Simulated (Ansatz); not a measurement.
Here is the system:

Relaxed ZrO$_{2}$ (fluorite):

```yaml
crystal:
  lattice:
    - [0.00000, 5.11587, 5.11587]
    - [2.55794, 0.00000, 2.55794]
    - [2.55794, 2.55794, 0.00000]
  atoms:
    - { symbol: Zr, position: [0.00000, 0.00000, 0.00000] }
    - { symbol: Zr, position: [0.50000, 0.00000, 0.00000] }
    - { symbol: O, position: [0.12500, 0.25000, 0.25000] }
    - { symbol: O, position: [0.62500, 0.25000, 0.25000] }
    - { symbol: O, position: [0.37500, 0.75000, 0.75000] }
    - { symbol: O, position: [0.87500, 0.75000, 0.75000] }
```

Scan: atom 3 (O, nearest neighbour Zr at 2.215 Å; its periodic images, 3.6 Å or more away, move with it) is displaced towards the nearest neighbour, direction (-0.577, 0.577, 0.577) in Cartesian axes, by s. The other atoms stay.

Computed with PBE (plane waves to 420 eV, PAW, scalar-relativistic; Ansatz, an electronic-structure program). k mesh 9×9×9 (Γ-centred), Fermi-Dirac smearing 0.05 eV. The energy includes the smearing's −TS. Left out: 1 of 11 points, with atoms too close for the PAW data. This is a high-temperature form of ZrO2. ZrO2 is run without spin polarisation. ZrO2 was relaxed with its symmetry unable to fall. ΔE is measured from the undisplaced structure.

The scan covers s from -0.440 to 0.352 Å in 10 points.

Task: Is this a single well or a double well?

Result: A single well with its minimum at or next to zero displacement.

Task: Is the energy the same for displacements of ±0.352 Å, and if not, which side lies higher?

Result: Not even: the positive side lies higher at ±0.352 Å. With its periodic images moving along, the atom's site symmetry in this cell is 3m.

Task: What force acts on the atom along the line at s = -0.440 Å?

Result: 3.35 eV/Å.

Task: What is the energy change at s = 0.352 Å?

Result: 1107 meV/cell.

Task: What is the force constant k = d²E/ds² of this move at s = 0?

Result: 12.8 eV/Å².

(For displaced atoms, the force is minus the slope of the energy, and its curvature is a force constant, which sets phonon frequencies.)
